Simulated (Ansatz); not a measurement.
Calculation for ZnSe (zincblende type): DFT, PBE, PAW with Ansatz's default frozen-core files, scalar-relativistic (Ansatz 0.2.0). This run: zincblende relaxed under pressure.

The start is a guessed cell of a prototype that needn't be stable.

Command: `ansatz run input.yaml --threads 1 --pin off --max-ram 3584MiB --backend cpu --events-out ev --progress --plain --runs-dir out` It took 19 s on 1 thread of Arm Neoverse V2 (shared host), peak memory 0.36 GiB.

```yaml
crystal:
  lattice:
    - [0.0, 2.6692057392, 2.6692057392]
    - [2.6692057392, 0.0, 2.6692057392]
    - [2.6692057392, 2.6692057392, 0.0]
  atoms:
    - { symbol: Zn, position: [0.0, 0.0, 0.0] }
    - { symbol: Se, position: [0.25, 0.25, 0.25] }
kpoints:
  mp_grid: { grid: [12, 12, 12] }
scf:
  occupations: { method: fermi_dirac, width: 0.05 }
hamiltonian:
  xc: pbe
  pseudopotentials: { kind: paw }
output:
  forces: true
  stress: true
  eigenvalues: true
relax:
  f_tol: 0.005
  max_steps: 40
  cell: { p_target: 15.0, stress_tol: 0.03 }
```

Output:

```
Engine: ansatz 0.2.0
Pseudopotentials: kind: paw
Pseudopotential: Zn, paw, valence charge 12, recommended cutoff 420 eV (normal), Zn.paw.azcp
Pseudopotential: Se, paw, valence charge 16, recommended cutoff 420 eV (normal), Se.paw.azcp
Functional definition: PBE
  parameter kappa = 0.804
  parameter beta = 0.06672455060314922
  exchange = pbe_x(kappa = kappa, mu = beta*pi^2/3)
  correlation = pbe_c(beta = beta)
Crystal: 2 atoms, lattice volume = 38.034 Å³
Basis set: ecut = 420 eV, 725 PW (Γ), exchange–correlation on 54×54×54 points (8 copies of the dense FFT grid, shifted against one another)
Bands: 18, of which v1, the nominal top of the filled ones, is band 14 counted from 1 (13 counted from 0)
Symmetry: 24 space group operations
Space group: F-43m (ITA 216), of the structure as read, at distance tolerance 3.4e-5 Å
k-points: 72 of 1728 (time reversal used)
Non-local potential: Zn, projectors of the file, l = 0: 2, l = 1: 2, l = 2: 3, l = 3: 1
Non-local potential: Se, projectors of the file, l = 0: 2, l = 1: 2, l = 2: 3, l = 3: 1
PAW form: soft (Blöchl's): semilocal exchange-correlation on the pseudo side does not see the compensation charge
PAW one-centre angular grid: Zn, 590 points (default); XC on 64 Gauss nodes
PAW one-centre angular grid: Se, 590 points (default); XC on 64 Gauss nodes
Initial density: superposition of atomic densities (neutral atoms: chi_scale 0, normalization atom), corrected by the library's trained network
Initial wavefunctions: pseudopotential atomic-orbital guess
Functional: x = pbe(κ = 0.804, μ = 0.2195149727645171), c = pbe(β = 0.06672455060314922)
SCF iter   1: F=—  HF=-8789.079777 eV  |F-HF|=—  |Δ(HF+E_count)|=         —  Δρ=6.83e-4  dr2=1.32e-4  ethr=1.77e-3  ⟨swp⟩=5.8  Hψ=6723  notcnv=0
preconditioner: auto → none  [insulator: Δε(μ)=2.048 eV  Ē_g=12.896 eV  σ=0.050 eV  W_gap=1.00  n_scr=14 (ndim 8)  ℏωp=25.5 eV  f_vac=0.066  D(μ)=0.00/eV (n_scr^D=0)  ε∞_Penn≈4.9]
SCF iter   2: F=—  HF=-8789.079683 eV  |F-HF|=—  |Δ(HF+E_count)|=   9.44e-5  Δρ=3.16e-4  dr2=2.69e-5  ethr=4.70e-7  ⟨swp⟩=2.0  Hψ=2880  notcnv=0
SCF iter   3: F=—  HF=-8789.079710 eV  |F-HF|=—  |Δ(HF+E_count)|=   2.72e-5  Δρ=1.16e-4  dr2=4.84e-6  ethr=9.61e-8  ⟨swp⟩=2.0  Hψ=2304  notcnv=0
SCF iter   4: F=—  HF=-8789.079706 eV  |F-HF|=—  |Δ(HF+E_count)|=   4.49e-6  Δρ=4.50e-5  dr2=3.50e-7  ethr=1.73e-8  ⟨swp⟩=2.0  Hψ=2304  notcnv=0
SCF iter   5: F=—  HF=-8789.079707 eV  |F-HF|=—  |Δ(HF+E_count)|=   1.12e-6  Δρ=2.74e-5  dr2=1.85e-7  ethr=1.25e-9  ⟨swp⟩=2.0  Hψ=2304  notcnv=0
SCF iter   6: F=-8789.079707 eV  HF=-8789.079707 eV  |F-HF|=7.89e-9  |Δ(HF+E_count)|=   6.81e-8  Δρ=4.53e-6  dr2=3.57e-9  ethr=3.57e-10  ⟨swp⟩=5.2  Hψ=5551  notcnv=0
SCF 1 converged in 6 iterations: F = -8789.079707 eV  dr2 = 3.57e-9
  greatest PAW one-centre occupation: 1.000 electrons in one spin orbital (limit 2), on the Se atom at site 1 (counted from 0), in its partial waves of l = 2
relax step   1: F+E_penalty+E_count = -8789.07970686 eV  Δ(F+E_penalty+E_count) = +0.000e0 eV  max|allowed force component| = 1.365e-16 eV/Å  Δτ_max = 0.0000 Å  P = +19.681 GPa  Ω = 38.034 Å³  (6 SCF iters, dr2 threshold 1.00e-7 eV, accepted)
Crystal: 2 atoms, lattice volume = 39.292 Å³
Basis set: ecut = 420 eV, 749 PW (Γ), exchange–correlation on 54×54×54 points (8 copies of the dense FFT grid, shifted against one another)
Initial density: handed on by an earlier stage of this run
Initial wavefunctions: those handed on with the density
iter 1 solved again at ethr=2.22e-6 eV; its pass at ethr=3.10e-3 eV (dr2=6.21e-4 eV) is discarded
SCF iter   1: F=—  HF=-8789.216782 eV  |F-HF|=—  |Δ(HF+E_count)|=         —  Δρ=1.47e-3  dr2=6.31e-4  ethr=2.22e-6  ⟨swp⟩=2.1  Hψ=8374  notcnv=0
preconditioner: auto → none  [insulator: Δε(μ)=1.914 eV  Ē_g=12.705 eV  σ=0.050 eV  W_gap=1.00  n_scr=14 (ndim 8)  ℏωp=25.1 eV  f_vac=0.080  D(μ)=0.00/eV (n_scr^D=0)  ε∞_Penn≈4.9]
SCF iter   2: F=—  HF=-8789.216747 eV  |F-HF|=—  |Δ(HF+E_count)|=   3.53e-5  Δρ=6.59e-4  dr2=1.34e-4  ethr=2.22e-6  ⟨swp⟩=1.0  Hψ=1296  notcnv=0
SCF iter   3: F=—  HF=-8789.216781 eV  |F-HF|=—  |Δ(HF+E_count)|=   3.41e-5  Δρ=2.56e-4  dr2=1.71e-5  ethr=4.80e-7  ⟨swp⟩=2.0  Hψ=1944  notcnv=0
SCF iter   4: F=—  HF=-8789.216775 eV  |F-HF|=—  |Δ(HF+E_count)|=   6.22e-6  Δρ=6.83e-5  dr2=8.92e-7  ethr=6.10e-8  ⟨swp⟩=2.0  Hψ=1883  notcnv=0
SCF iter   5: F=-8789.216775 eV  HF=-8789.216775 eV  |F-HF|=6.37e-8  |Δ(HF+E_count)|=   1.66e-7  Δρ=1.35e-5  dr2=4.19e-8  ethr=7.14e-10  ⟨swp⟩=6.1  Hψ=6449  notcnv=0
SCF 2 converged in 5 iterations: F = -8789.216775 eV  dr2 = 4.19e-8
relax step   2: F+E_penalty+E_count = -8789.21677469 eV  Δ(F+E_penalty+E_count) = -1.371e-1 eV  max|allowed force component| = 4.510e-17 eV/Å  Δτ_max = 0.0000 Å  P = +15.501 GPa  Ω = 39.292 Å³  energy of the carried Pulay correction = -6.330e-4 eV  (5 SCF iters, dr2 threshold 2.00e-7 eV, accepted)
Crystal: 2 atoms, lattice volume = 39.449 Å³
iter 1 solved again at ethr=3.86e-8 eV; its pass at ethr=3.10e-3 eV (dr2=1.08e-5 eV) is discarded
SCF iter   1: F=—  HF=-8789.231576 eV  |F-HF|=—  |Δ(HF+E_count)|=         —  Δρ=1.74e-4  dr2=9.38e-6  ethr=3.86e-8  ⟨swp⟩=2.9  Hψ=8170  notcnv=0
preconditioner: auto → none  [insulator: Δε(μ)=1.891 eV  Ē_g=12.682 eV  σ=0.050 eV  W_gap=1.00  n_scr=14 (ndim 8)  ℏωp=25.1 eV  f_vac=0.077  D(μ)=0.00/eV (n_scr^D=0)  ε∞_Penn≈4.9]
SCF iter   2: F=—  HF=-8789.231587 eV  |F-HF|=—  |Δ(HF+E_count)|=   1.16e-5  Δρ=8.27e-5  dr2=2.06e-6  ethr=3.35e-8  ⟨swp⟩=1.0  Hψ=1296  notcnv=0
SCF iter   3: F=-8789.231588 eV  HF=-8789.231588 eV  |F-HF|=6.77e-8  |Δ(HF+E_count)|=   4.90e-7  Δρ=1.42e-5  dr2=4.72e-8  ethr=7.14e-10  ⟨swp⟩=3.6  Hψ=6106  notcnv=0
SCF 3 converged in 3 iterations: F = -8789.231588 eV  dr2 = 4.72e-8
relax step   3: F+E_penalty+E_count = -8789.23158767 eV  Δ(F+E_penalty+E_count) = -1.481e-2 eV  max|allowed force component| = 5.435e-17 eV/Å  Δτ_max = 0.0000 Å  P = +15.027 GPa  Ω = 39.449 Å³  energy of the carried Pulay correction = -7.102e-4 eV  (3 SCF iters, dr2 threshold 2.00e-7 eV, accepted)
Initial wavefunctions: pseudopotential atomic-orbital guess (no wavefunctions were taken with the density)
iter 1 solved again at ethr=7.03e-8 eV; its pass at ethr=3.10e-3 eV (dr2=1.97e-5 eV) is discarded
SCF iter   1: F=—  HF=-8789.229449 eV  |F-HF|=—  |Δ(HF+E_count)|=         —  Δρ=5.96e-4  dr2=4.11e-6  ethr=7.03e-8  ⟨swp⟩=2.7  Hψ=9928  notcnv=0
preconditioner: auto → none  [insulator: Δε(μ)=1.893 eV  Ē_g=12.684 eV  σ=0.050 eV  W_gap=1.00  n_scr=14 (ndim 8)  ℏωp=25.1 eV  f_vac=0.077  D(μ)=0.00/eV (n_scr^D=0)  ε∞_Penn≈4.9]
SCF iter   2: F=—  HF=-8789.231587 eV  |F-HF|=—  |Δ(HF+E_count)|=   2.14e-3  Δρ=3.00e-4  dr2=1.18e-6  ethr=1.47e-8  ⟨swp⟩=2.0  Hψ=1906  notcnv=0
SCF iter   3: F=—  HF=-8789.232283 eV  |F-HF|=—  |Δ(HF+E_count)|=   6.96e-4  Δρ=5.30e-5  dr2=2.66e-7  ethr=4.23e-9  ⟨swp⟩=2.0  Hψ=1939  notcnv=0
SCF iter   4: F=—  HF=-8789.232298 eV  |F-HF|=—  |Δ(HF+E_count)|=   1.49e-5  Δρ=2.36e-5  dr2=4.60e-8  ethr=9.50e-10  ⟨swp⟩=2.0  Hψ=1882  notcnv=0
SCF iter   5: F=—  HF=-8789.232301 eV  |F-HF|=—  |Δ(HF+E_count)|=   2.51e-6  Δρ=5.90e-6  dr2=1.63e-9  ethr=1.64e-10  ⟨swp⟩=2.0  Hψ=1784  notcnv=0
SCF iter   6: F=—  HF=-8789.232301 eV  |F-HF|=—  |Δ(HF+E_count)|=   2.47e-7  Δρ=8.92e-7  dr2=1.00e-10  ethr=5.82e-12  ⟨swp⟩=2.2  Hψ=2008  notcnv=0
SCF iter   7: F=-8789.232301 eV  HF=-8789.232301 eV  |F-HF|=2.36e-11  |Δ(HF+E_count)|=   4.44e-9  Δρ=8.52e-8  dr2=2.09e-12  ethr=1.00e-12  ⟨swp⟩=4.9  Hψ=6713  notcnv=0
SCF 4 converged in 7 iterations: F = -8789.232301 eV  dr2 = 2.09e-12
relax step   4: F+E_penalty+E_count = -8789.23230086 eV  Δ(F+E_penalty+E_count) = -7.132e-4 eV  max|allowed force component| = 5.089e-17 eV/Å  Δτ_max = 0.0000 Å  P = +15.026 GPa  Ω = 39.449 Å³  stress off target by 2.61e-2 GPa  SCF on the basis re-selected at this cell (its energy is not comparable with the rows above)  (7 SCF iters)
basis re-selected at this cell: Δ(F+E_penalty+E_count) = -7.132e-4 eV, ΔP = -0.001 GPa vs the last step (what re-selecting the basis moved, of the pressure what is left beyond the Pulay correction that the steps carried, after the strain that the cell walked since its last selection, with what the two solves' SCF thresholds leave and, on support functions, any second-order correction that the steps lacked; it is no measure of the basis error at this ecutwfc). This SCF's stress stands 2.61e-2 GPa from its target on what of the cell is left free (relax.cell.stress_tol is 3.00e-2 GPa) and its largest allowed force component is 5.09e-17 eV/Å (relax.f_tol is 5.00e-3 eV/Å): within both
SCF converged after 7 iterations
Free energy (F): -8789.232301 eV
Harris-Foulkes:  -8789.232301 eV  (|F-HF|=2.36e-11)
Internal energy: -8789.232301 eV  (E = F + TS)
E sigma→0 (E₀):  -8789.232301 eV
Fermi energy:    9.902468 eV
--- Per-component energies (eV) ---
  E_band       = -335.160508
  E_kinetic    = 254.030861
  E_local      = -4172.094878  (includes V_loc(G=0)·N_el)
  E_nonlocal   = 16.811235
  E_hartree    = 1946.801075
  E_xc         = -243.794139
  E_vxc        = -153.349725  (∫ρ·V_xc dr)
  E_paw        = -3737.203240  (= ΣΔE_a)
  E_vpaw       = -174.159175  (= ΣTr[D̂ρ^β])
  E_aug_tail   = -0.001009  (compensation charges beyond the density's cutoff)
  E_ewald      = -2853.782206
  E_smearing   = -0.000000  (= −TS)
  E_closure    = -0.000000  (closes the sum)
  Σ components = -8789.232301   (vs F -8789.232301, Δ=0.00e0)
--- Forces (eV/Å), atoms counted from 1 ---
  atom   1  Zn     0.00000000    -0.00000000    -0.00000000
  atom   2  Se    -0.00000000     0.00000000     0.00000000
  max |Σ_I F_I| component: 6.48e-17 eV/Å
--- Stress (GPa, compression-positive) ---
       15.026096       0.000000       0.000000
        0.000000      15.026096       0.000000
        0.000000       0.000000      15.026096
  P = ⅓ Tr σ = 15.0261 GPa (150.261 kbar)
--- Band table (eV; the first three rows and the last of 72) ---
  k-point 0: bands = ["-38.2928", "-38.2928", "-38.2928", "-38.2852", "-38.2852", "-5.3891", "1.7443", "1.7443", "1.7443", "2.2610", "2.2610", "8.9085", "8.9085", "8.9085", "10.7990", "14.6367", "14.6367", "14.6367"]
  k-point 1: bands = ["-38.2928", "-38.2927", "-38.2927", "-38.2852", "-38.2852", "-5.3302", "1.7416", "1.7542", "1.7542", "2.2597", "2.2597", "8.1313", "8.8153", "8.8153", "11.3760", "14.6225", "14.7853", "14.7853"]
  k-point 2: bands = ["-38.2928", "-38.2927", "-38.2927", "-38.2852", "-38.2852", "-5.1623", "1.7423", "1.7805", "1.7805", "2.2579", "2.2579", "6.8077", "8.5810", "8.5810", "11.9523", "14.9542", "15.1192", "15.1192"]
  k-point 71: bands = ["-38.2927", "-38.2925", "-38.2920", "-38.2853", "-38.2850", "-3.9573", "1.8582", "2.0377", "2.1804", "2.2206", "2.6918", "3.4803", "5.5011", "5.5174", "14.3603", "15.1089", "16.1724", "16.5771"]
--- Relaxed structure (3 steps of the walk, 3 accepted, 1 SCFs on fresh bases) ---
  F+E_penalty+E_count = -8789.23230086 eV   max|allowed force component| = 5.089e-17 eV/Å   (the final SCF, on the basis selected at the relaxed cell)
  cell:  # Å, volume = 39.4488 Å³
    - [1.8343339318424123e-33, 2.7018907820524922, 2.7018907820524922]
    - [2.7018907820524922, 5.146325753224546e-33, 2.7018907820524922]
    - [2.7018907820524922, 2.7018907820524922, 7.490196888356517e-33]
  atoms:
    - { symbol: Zn, position: [-8.959080894968944e-34, 7.816647760711157e-34, 8.538184477084498e-34] }
    - { symbol: Se, position: [0.25, 0.25, 0.25] }
```

Next run (NiAs relaxed under pressure), as changes to the input before:

```diff
   lattice:
-    - [0.0, 2.6692057392, 2.6692057392]
-    - [2.6692057392, 0.0, 2.6692057392]
-    - [2.6692057392, 2.6692057392, 0.0]
+    - [3.6722677918, 0.0, 0.0]
+    - [-1.8361338959, 3.1802771972, 0.0]
+    - [0.0, 0.0, 5.6920150772]
   atoms:
-    - { symbol: Se, position: [0.25, 0.25, 0.25] }
+    - { symbol: Zn, position: [0.0, 0.0, 0.5] }
+    - { symbol: Se, position: [0.3333333333, 0.6666666667, 0.25] }
+    - { symbol: Se, position: [0.6666666667, 0.3333333333, 0.75] }
 kpoints:
-  mp_grid: { grid: [12, 12, 12] }
+  mp_grid: { grid: [11, 11, 6] }
 scf:
   eigenvalues: true
+  write_density: true
+  write_potential: true
+  elf: true
+  volumetric_format: npy
 relax:
```

Results part of the output:

```
basis re-selected at this cell: Δ(F+E_penalty+E_count) = -4.338e-4 eV, ΔP = -0.002 GPa vs the last step (what re-selecting the basis moved, of the pressure what is left beyond the Pulay correction that the steps carried, after the strain that the cell walked since its last selection, with what the two solves' SCF thresholds leave and, on support functions, any second-order correction that the steps lacked; it is no measure of the basis error at this ecutwfc). This SCF's stress stands 1.73e-2 GPa from its target on what of the cell is left free (relax.cell.stress_tol is 3.00e-2 GPa) and its largest allowed force component is 1.11e-16 eV/Å (relax.f_tol is 5.00e-3 eV/Å): within both
SCF converged after 8 iterations
Free energy (F): -17577.348343 eV
Harris-Foulkes:  -17577.348343 eV  (|F-HF|=0.00e0)
Internal energy: -17577.344574 eV  (E = F + TS)
E sigma→0 (E₀):  -17577.346459 eV
Entropy (-TS):   -0.003769 eV (-0.942 meV/atom)
Fermi energy:    11.624984 eV
--- Per-component energies (eV) ---
  E_band       = -530.301589
  E_kinetic    = 507.408256
  E_local      = -7283.257143  (includes V_loc(G=0)·N_el)
  E_nonlocal   = 39.406139
  E_hartree    = 3435.180667
  E_xc         = -486.251039
  E_vxc        = -305.131980  (∫ρ·V_xc dr)
  E_paw        = -7480.445356  (= ΣΔE_a)
  E_vpaw       = -359.086354  (= ΣTr[D̂ρ^β])
  E_aug_tail   = -0.001866  (compensation charges beyond the density's cutoff)
  E_ewald      = -6309.384232
  E_smearing   = -0.003769  (= −TS)
[... lines left out ...]
--- Stress (GPa, compression-positive) ---
       14.990084       0.000000       0.000000
        0.000000      14.990084       0.000000
        0.000000       0.000000      14.982696
  P = ⅓ Tr σ = 14.9876 GPa (149.876 kbar)
--- Band table (eV; the first three rows and the last of 64) ---
  k-point 0: bands = ["-35.7521", "-35.7521", "-35.7511", "-35.7511", "-35.7498", "-35.7493", "-35.7458", "-35.7458", "-35.7458", "-35.7458", "-3.3736", "-1.5580", "3.5809", "4.1886", "4.1886", "4.2982", "4.5817", "4.5817", "4.5932", "4.5932", "4.7983", "4.7983", "5.6801", "10.8057", "10.8057", "10.9862", "11.4563", "11.4563", "12.8731", "14.6751", "17.6896", "17.6896", "19.5539", "19.5539"]
  k-point 1: bands = ["-35.7520", "-35.7520", "-35.7511", "-35.7511", "-35.7497", "-35.7494", "-35.7458", "-35.7458", "-35.7458", "-35.7458", "-3.2869", "-1.7421", "3.8081", "4.2158", "4.2158", "4.3201", "4.5695", "4.5695", "4.5927", "4.5927", "4.7764", "4.7764", "5.7730", "10.0670", "10.8639", "10.8639", "11.4278", "11.4278", "13.6183", "14.7493", "17.6318", "17.6318", "18.9305", "18.9305"]
  k-point 2: bands = ["-35.7518", "-35.7518", "-35.7513", "-35.7513", "-35.7497", "-35.7494", "-35.7458", "-35.7458", "-35.7458", "-35.7458", "-3.0342", "-2.1700", "4.2080", "4.2913", "4.2913", "4.3683", "4.4992", "4.4992", "4.6240", "4.6240", "4.7256", "4.7256", "6.2148", "8.5959", "11.0128", "11.0128", "11.3389", "11.3389", "14.5282", "14.9115", "17.5803", "17.5803", "18.1831", "18.1831"]
  k-point 63: bands = ["-35.7520", "-35.7520", "-35.7519", "-35.7519", "-35.7487", "-35.7487", "-35.7452", "-35.7452", "-35.7449", "-35.7449", "-1.2741", "-1.2741", "4.2071", "4.2071", "4.3893", "4.3893", "4.4848", "4.4848", "4.6918", "4.6918", "4.9891", "4.9891", "5.6701", "5.6701", "6.9121", "6.9121", "11.0449", "11.0449", "14.5873", "14.5873", "15.7786", "15.7786", "19.1542", "19.1542"]
--- Relaxed structure (3 steps of the walk, 3 accepted, 1 SCFs on fresh bases) ---
  F+E_penalty+E_count = -17577.34834309 eV   max|allowed force component| = 1.110e-16 eV/Å   (the final SCF, on the basis selected at the relaxed cell)
  cell:  # Å, volume = 67.1556 Å³
    - [3.6198723925442944, 0.0, 0.0]
    - [-1.8099361962721472, 3.1349014504013146, 0.0]
    - [0.0, 0.0, 5.9178688635591525]
  atoms:
    - { symbol: Zn, position: [-9.20526481799e-35, -6.473772708031407e-35, 4.5114191682350775e-35] }
    - { symbol: Zn, position: [-8.743999266229607e-35, -6.316068135363162e-35, 0.5] }
    - { symbol: Se, position: [0.3333333333333333, 0.6666666666666667, 0.25] }
    - { symbol: Se, position: [0.6666666666666666, 0.33333333333333326, 0.75] }
```
